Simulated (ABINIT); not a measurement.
## HgTe (Coloradoite): single point with LDA

HgTe (Coloradoite):

```
Hg Te
1.0
     0.00000    2.93087    2.93087
     2.93087    0.00000    2.93087
     2.93087    2.93087    0.00000
Hg Te
1 1
Direct
  0.00000 0.00000 0.00000
  0.75000 0.75000 0.75000
```

The cell isn't the ideal one: cell relaxed.

```yaml
Program: ABINIT 10.8.3 (patched build)
Task: single point
Functional: LDA
Potentials_or_basis: HGH LDA
Cutoff: 299 eV
k_mesh: 5 × 5 × 5
Occupations: fermi-dirac, width 0.05 eV
Spin: no spin polarisation
```

```yaml
Band_gap_on_the_k_mesh: 1.82 eV, direct
Valence_electrons_inside_the_program's_atomic_spheres: Hg 0.58; Te 2.28
```

Levels at points of the mesh, in eV from the valence-band top:
| k point | band 2 | band 3 | band 4 | band 5 | band 6 | band 7 |
| --- | --- | --- | --- | --- | --- | --- |
| (0.00, 0.00, 0.00) | 0.00 | 0.00 | 0.00 | 1.82 | 4.89 | 4.89 |

Run time: 0.98 s on 1 thread of Arm Neoverse V2, on a shared host, peak memory 0.07 GiB.

Caveat: spin-orbit coupling is left out, which moves the levels of the heavy elements; an odd mesh through Γ misses points on the zone boundary, where band edges often lie; HGH potentials are hard and often keep d shells in the core, so these values are rough.
